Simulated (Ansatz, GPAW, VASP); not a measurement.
**Ru: 3 runs at one level of theory**

```
Ru
1.0
     2.70580    0.00000    0.00000
    -1.35290    2.34329    0.00000
     0.00000    0.00000    4.28190
Ru
2
Direct
  0.66667 0.33333 0.75000
  0.33333 0.66667 0.25000
```

Alike in all runs: task single point; functional PBE; k mesh 11 × 11 × 6; occupations gaussian, width 0.1 eV; no spin polarisation; no spin-orbit coupling. Pressure is positive in compression and, in plane waves, holds the error of the finite cutoff.

| program and potentials | plane-wave cutoff (eV) | notes | pressure (GPa) |
| --- | --- | --- | --- |
| VASP, PBE PAW files Ru_sv_GW, 550 eV | 550 | - | 2.28 |
| Ansatz, all-electron LAPW, scalar-relativistic | - | - | 4.49 |
| GPAW, GPAW PAW data sets (gpaw-data 1.2.1) | 600 | - | ? |

Estimate from the other rows what the run with GPAW, GPAW PAW data sets (gpaw-data 1.2.1) gave.

Pressure 3.63 GPa. The other rows, which needn't bracket it: pressure 2.28 to 4.49.
